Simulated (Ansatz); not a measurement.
MoS2: equation of state with PBE

MoS2:

```xyz
3
Lattice="3.2275 0.0000 0.0000 -1.6137 2.7951 0.0000 0.0000 0.0000 6.3125" Properties=species:S:1:pos:R:3 pbc="T T T"
Mo    0.0000    0.0000    3.1562
S     1.6137    0.9317    4.7008
S     0.0000    1.8634    1.6117
```

Measurements of this composition are mostly on another form, of space group No. 194.

```yaml
Program: Ansatz 0.2.0
Task: equation of state
Functional: PBE
Potentials_or_basis: Ansatz PAW earlier set
Cutoff: 510 eV
Density_cutoff: 2550 eV
k_mesh: 9 × 9 × 4
Occupations: fermi-dirac, width 0.05 eV
Spin: no spin polarisation
```

```
Equilibrium volume                        : 19.14 Å³/atom
Bulk modulus at fixed shape and positions : 129 GPa
Pressure derivative of the bulk modulus   : 4.4
```

Energy against volume, from the lowest point:
| volume (Å³/atom) | energy (meV/atom) |
| --- | --- |
| 17.843 | 39.77 |
| 18.222 | 18.90 |
| 18.602 | 5.92 |
| 18.982 | 0.00 |
| 19.361 | 0.43 |
| 19.741 | 6.57 |
| 20.120 | 17.82 |

All runs of the series together: 15 s on 2 threads of Arm Neoverse V2 (shared host).

Caveat: the cell was scaled at fixed shape and fractional positions, which overstates the stiffness of a crystal with free parameters, most of all of layers and chains; this functional lacks dispersion, which binds the layers, so the pressure and a relaxed spacing across them are unreliable.
